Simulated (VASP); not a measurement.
# WSe2 in VASP: relaxation of cell and atoms with r2SCAN

Aim: the relaxation of cell and atoms of WSe2 with r2SCAN.

Everything below comes from runs of VASP 6.6.1. Logs are shortened: lines on timing, memory, paths and dates and some standing lists are left out, and cuts for length are marked.

## (1) Starting point

The cell holds a sheet with vacuum, 3 atoms: a = 3.300 Å, b = 3.300 Å, c = 19.360 Å, α = 90.00°, β = 90.00°, γ = 120.00°.

The cell was built by a generator and needn't be a form met in nature.

## (2) Relaxation of cell and atoms, r2SCAN

INCAR

```
ALGO = Normal
EDIFF = 1E-7
EDIFFG = -0.005
ENCUT = 600
IBRION = 2
ISIF = 3
ISMEAR = 0
KPAR = 2
LASPH = T
LATTICE_CONSTRAINTS = .TRUE. .TRUE. .FALSE.
LCHARG = F
LMIXTAU = T
LREAL = F
LWAVE = F
METAGGA = R2SCAN
NELM = 120
NSW = 60
PREC = Accurate
SIGMA = 0.03
```

KPOINTS

```
k-points
0
Gamma
  12 12 1
```

POSCAR

```
WSe2
1.0
    3.3000000000      0.0000000000      0.0000000000
   -1.6500000000      2.8578838300      0.0000000000
    0.0000000000      0.0000000000     19.3600000000
Se W
2 1
Direct
    0.6666670000      0.3333330000      0.4132231400
    0.6666670000      0.3333330000      0.5867768600
    0.3333330000      0.6666670000      0.5000000000
```

Potentials or basis: VASP PAW PBE potentials, release 64 (Se, W_sv).

Launch:

```sh
$ cat potpaw_PBE.64/Se/POTCAR potpaw_PBE.64/W_sv/POTCAR > POTCAR
$ mpirun -np 2 vasp_std > vasp.out
```

OUTCAR:

```text
EDIFF = 1E-7
   EDIFFG = -0.005
   ENCUT = 600
   IBRION = 2
   ISIF = 3
   ISMEAR = 0
   LASPH = T
   LREAL = F
   METAGGA = R2SCAN
   NELM = 120
   NSW = 60
   PREC = Accurate

 ion  position               nearest neighbor table
   1  0.667  0.333  0.413-   3 2.54   3 2.54   3 2.54
   2  0.667  0.333  0.587-   3 2.54   3 2.54   3 2.54
   3  0.333  0.667  0.500-   1 2.54   2 2.54   1 2.54   2 2.54   1 2.54   2 2.54

  LATTYP: Found a hexagonal cell.
 ALAT       =     3.3000000000
 C/A-ratio  =     5.8666666667

  Lattice vectors:

 A1 = (   3.3000000000,   0.0000000000,   0.0000000000)
 A2 = (  -1.6500000000,   2.8578838300,   0.0000000000)
 A3 = (   0.0000000000,   0.0000000000,  19.3600000000)

Analysis of symmetry for initial positions (statically):
=====================================================================
 Subroutine PRICEL returns:
 Original cell was already a primitive cell.

 Routine SETGRP: Setting up the symmetry group for a
 hexagonal supercell.

 Subroutine GETGRP returns: Found 12 space group operations
 (whereof 12 operations were pure point group operations)
 out of a pool of 24 trial point group operations.

The static configuration has the point symmetry D_3h.

Analysis of symmetry for dynamics (positions and initial velocities):
=====================================================================
 Subroutine PRICEL returns:
 Original cell was already a primitive cell.

 Routine SETGRP: Setting up the symmetry group for a
 hexagonal supercell.

 Subroutine GETGRP returns: Found 12 space group operations
 (whereof 12 operations were pure point group operations)
 out of a pool of 24 trial point group operations.

The dynamic configuration has the point symmetry D_3h.

 Subroutine INISYM returns: Found 12 space group operations
 (whereof 12 operations are pure point group operations),
 and found     1 'primitive' translations

----------------------------------------------------------------------------------------

                                     Primitive cell

  volume of cell :     182.5845

  direct lattice vectors                    reciprocal lattice vectors
     3.300000000  0.000000000  0.000000000     0.303030303  0.174954627  0.000000000
    -1.650000000  2.857883830  0.000000000     0.000000000  0.349909254  0.000000000
     0.000000000  0.000000000 19.360000000     0.000000000  0.000000000  0.051652893

  length of vectors
     3.300000000  3.299999998 19.360000000     0.349909254  0.349909254  0.051652893

  position of ions in fractional coordinates (direct lattice)
     0.666667000  0.333333000  0.413223140
     0.666667000  0.333333000  0.586776860
     0.333333000  0.666667000  0.500000000

  ion indices of the primitive-cell ions
   primitive index   ion index
                 1           1
                 2           2
                 3           3

----------------------------------------------------------------------------------------

 KPOINTS: k-points

Automatic generation of k-mesh.
 Grid dimensions read from file:
 generate k-points for:   12   12    1

 Generating k-lattice:

  Cartesian coordinates                     Fractional coordinates (reciprocal lattice)
     0.025252525  0.014579552  0.000000000     0.083333333  0.000000000  0.000000000
     0.000000000  0.029159105  0.000000000     0.000000000  0.083333333  0.000000000
     0.000000000  0.000000000  0.051652893     0.000000000  0.000000000  1.000000000

  Length of vectors
     0.029159105  0.029159105  0.051652893

  Shift w.r.t. Gamma in fractional coordinates (k-lattice)
     0.000000000  0.000000000  0.000000000

 Subroutine IBZKPT returns following result:
 ===========================================

 Found     19 irreducible k-points:

 Following reciprocal coordinates:
            Coordinates               Weight
  0.000000  0.000000  0.000000      1.000000
  0.083333 -0.000000  0.000000      6.000000
  0.166667 -0.000000  0.000000      6.000000
  0.250000 -0.000000  0.000000      6.000000
  0.333333 -0.000000  0.000000      6.000000
  0.416667 -0.000000  0.000000      6.000000
[... 11 lines left out ...]
  0.333333  0.250000  0.000000     12.000000
  0.333333  0.333333  0.000000      2.000000
   k-points           NKPTS =     19   k-points in BZ     NKDIM =     19   number of bands    NBANDS=     17
   number of dos      NEDOS =    301   number of ions     NIONS =      3
   total plane-waves  NPLWV = 125440
   dimension x,y,z NGX =    28 NGY =   28 NGZ =  160
   dimension x,y,z NGXF=    56 NGYF=   56 NGZF=  320
   ions per type =               2   1
   NGX,Y,Z   is equivalent  to a cutoff of  14.11, 14.11, 13.74 a.u.
   NGXF,Y,Z  is equivalent  to a cutoff of  28.21, 28.21, 27.48 a.u.
 SYSTEM =  unknown system
   PREC   = accura    normal or accurate (medium, high low for compatibility)
   ISTART =      0    job   : 0-new  1-cont  2-samecut
   ICHARG =      2    charge: 1-file 2-atom 10-const
   ISPIN  =      1    spin polarized calculation?
   LNONCOLLINEAR =      F non collinear calculations
   LSORBIT =      F    spin-orbit coupling
   LASPH  =      T    aspherical Exc in radial PAW
   ENCUT  =  600.0 eV  44.10 Ry    6.64 a.u.   6.59  6.59 38.67*2*pi/ulx,y,z
   NELM   =    120;   NELMIN=  2; NELMDL= -5     # of ELM steps
   EDIFF  = 0.1E-06   stopping-criterion for ELM
   LREAL  =      F    real-space projection
   EDIFFG = -.5E-02   stopping-criterion for IOM
   NSW    =     60    number of steps for IOM
   IBRION =      2    ionic relax: 0-MD 1-quasi-New 2-CG
   NFREE  =      1    steps in history (QN), initial steepest desc. (CG)
   ISIF   =      3    stress and relaxation
   ISYM   =      2    0-nonsym 1-usesym 2-fastsym
   POTIM  = 0.5000    time-step for ionic-motion
   TEBEG  =    0.0;   TEEND  =   0.0 temperature during run
   PSTRESS=    0.0 pullay stress
   NELECT =      26.0000    total number of electrons
   NUPDOWN=      -1.0000    fix difference up-down
   EMIN   =  10.00;   EMAX   =-10.00  energy-range for DOS
   EFERMI =   0.00;   METHOD = LEGACY
   ISMEAR =     0;   SIGMA  =   0.03  broadening in eV -4-tet -1-fermi 0-gaus
   EFERMI_NEDOS =   21; number of points for ismear=-14 and -15
   IALGO  =     38    algorithm
   IMIX   =      4    mixing-type and parameters
     AMIX     =   0.40;   BMIX     =  1.00
     AMIX_MAG =   1.60;   BMIX_MAG =  1.00
  volume/ion in A,a.u.               =      60.86       410.71
  Fermi-wavevector in a.u.,A,eV,Ry     =   0.854892  1.615512  9.943690  0.730841
  Thomas-Fermi vector in A             =   1.971558
   LORBIT       =      0    0 simple, 1 ext, 2 COOP (PROOUT), +10 PAW based schemes
   METAGGA = R2SCAN    functional components
   LHFCALC =     F    Hartree Fock is set to
   AEXX    =    0.0000 exact exchange contribution
   IVDW    =     0    specifies the selected vdW correction
   LEPSILON=     F    determine dielectric tensor
   LRPA    =     F    only Hartree local field effects (RPA)
 conjugate gradient relaxation of ions
 non-spin polarized calculation
 Gauss-broadening in eV      SIGMA  =   0.03
  energy-cutoff  :      600.00
  volume of cell :      182.58
 maximum number of plane-waves:      6165
 NGX is ok and might be reduce to    28
   NGX = 13   NGY = 13   NGZ = 77

--------------------------------------- Ionic step        1  -------------------------------------------

 number of electron      25.9999999 magnetization

 Free energy of the ion-electron system (eV)
  ---------------------------------------------------
  ext. energy  EPLUGINS =         0.00000000
  ---------------------------------------------------
  free energy    TOTEN  =       -81.74726179 eV

  energy without entropy =      -81.74726179  energy(sigma->0) =      -81.74726179

------------------------ aborting loop because EDIFF is reached ----------------------------------------

  FORCE on cell =-STRESS in cart. coord.  units (eV):
  Direction    XX          YY          ZZ          XY          YZ          ZX
  --------------------------------------------------------------------------------------
  -------------------------------------------------------------------------------------
  Total        0.2218866      0.2218866     -0.7105436      0.0000000      0.0000000     -0.0000000
  in kB        1.9470527      1.9470527     -6.2350145      0.0000000      0.0000000     -0.0000000
  external PRESSURE =      -0.7803030 kB  Pullay stress =       0.0000000 kB

 VOLUME and BASIS-vectors are now :
 -----------------------------------------------------------------------------
  energy-cutoff  :      600.00
  volume of cell :      182.58
      direct lattice vectors                 reciprocal lattice vectors
     3.300000000  0.000000000  0.000000000     0.303030303  0.174954627  0.000000000
    -1.650000000  2.857883830  0.000000000     0.000000000  0.349909254  0.000000000
     0.000000000  0.000000000 19.360000000     0.000000000  0.000000000  0.051652893
[... 112 lines left out ...]
 POSITION                                       TOTAL-FORCE (eV/Angst)
 -----------------------------------------------------------------------------------
      1.65676      0.95653      8.01929         0.000000     -0.000000     -0.054164
      1.65676      0.95653     11.34071         0.000000     -0.000000      0.054164
     -0.00000      1.91306      9.68000        -0.000000      0.000000      0.000000
 -----------------------------------------------------------------------------------
    total drift:                                0.000803     -0.000464      0.000000

  FREE ENERGIE OF THE ION-ELECTRON SYSTEM (eV)
  ---------------------------------------------------
  free  energy   TOTEN  =       -81.7517613947 eV

  energy  without entropy=      -81.7517613947  energy(sigma->0) =      -81.75176139

--------------------------------------- Ionic step        5  -------------------------------------------

 number of electron      25.9999999 magnetization

 Free energy of the ion-electron system (eV)
  ---------------------------------------------------
  ext. energy  EPLUGINS =         0.00000000
  ---------------------------------------------------
  free energy    TOTEN  =       -81.75199480 eV

  energy without entropy =      -81.75199480  energy(sigma->0) =      -81.75199480

 E-fermi :  -1.2930     XC(G=0):  -4.1557

 val. band max:       -1.6703462425   @ k =   0.3333   0.3333   0.0000
 cond. band min:      -0.0316709865   @ k =   0.3333   0.3333   0.0000
 fundamental gap:      1.6386752560
 Fermi energy:        -1.2930366327

 k-point     1 :       0.0000    0.0000    0.0000
  band No.  band energies     occupation
      1     -77.6807      2.00000
      2     -41.2564      2.00000
      3     -41.1556      2.00000
      4     -41.1556      2.00000
      5     -17.0540      2.00000
      6     -15.6953      2.00000
[... 9 lines left out ...]
     16       1.5894      0.00000
     17       1.5895      0.00000
[... 380 lines left out ...]
 POSITION                                       TOTAL-FORCE (eV/Angst)
 -----------------------------------------------------------------------------------
      1.65826      0.95740      8.01747        -0.000000      0.000000     -0.001264
      1.65826      0.95740     11.34253        -0.000000      0.000000      0.001264
     -0.00000      1.91479      9.68000         0.000000     -0.000000      0.000000
 -----------------------------------------------------------------------------------
    total drift:                                0.000804     -0.000464      0.000000

  FREE ENERGIE OF THE ION-ELECTRON SYSTEM (eV)
  ---------------------------------------------------
  free  energy   TOTEN  =       -81.7519948029 eV

  energy  without entropy=      -81.7519948029  energy(sigma->0) =      -81.75199480

 reached required accuracy - stopping structural energy minimisation
```

Wall time 24 min (2 MPI ranks of Intel Xeon Platinum 8488C (Sapphire Rapids), shared host); peak memory 0.45 GiB.

What came out:

| Quantity | Value |
| --- | --- |
| Free energy | -81.7520 eV |
| Relaxed volume | 61.47 Å³/atom |
| Relaxed cell | a = 3.317 Å, b = 3.317 Å, c = 19.360 Å, α = 90.00°, β = 90.00°, γ = 120.00° |
| Space group after relaxing (to 0.05 Å) | P-6m2 (No. 187) |
| Energy gained by relaxing | 1.6 meV/atom |
| Ionic steps | 5 |
| Band gap on the k mesh | 1.64 eV, direct |

The path:
```tsv
step	energy change (eV)	largest force (eV/Å)	pressure (GPa)	volume (Å³)
1	0.0000	0.2065	-0.08	182.58
2	-0.0039	0.1036	-0.10	183.89
3	-0.0046	0.0407	-0.11	184.68
4	-0.0045	0.0542	0.14	184.08
5	-0.0047	0.0013	0.00	184.42
```

Final structure:
```
Se W
1.0
     3.31652    0.00000    0.00000
    -1.65826    2.87219    0.00000
     0.00000    0.00000   19.36000
Se W
2 1
Direct
  0.66667 0.33333 0.41413
  0.66667 0.33333 0.58587
  0.33333 0.66667 0.50000
```

Caveat: the PAW data sets were made with another functional, which shifts forces and pressure a little; spin-orbit coupling is left out, which moves the levels of the heavy elements. r2SCAN opens gaps a little over a GGA but as a rule still falls short of measured ones.
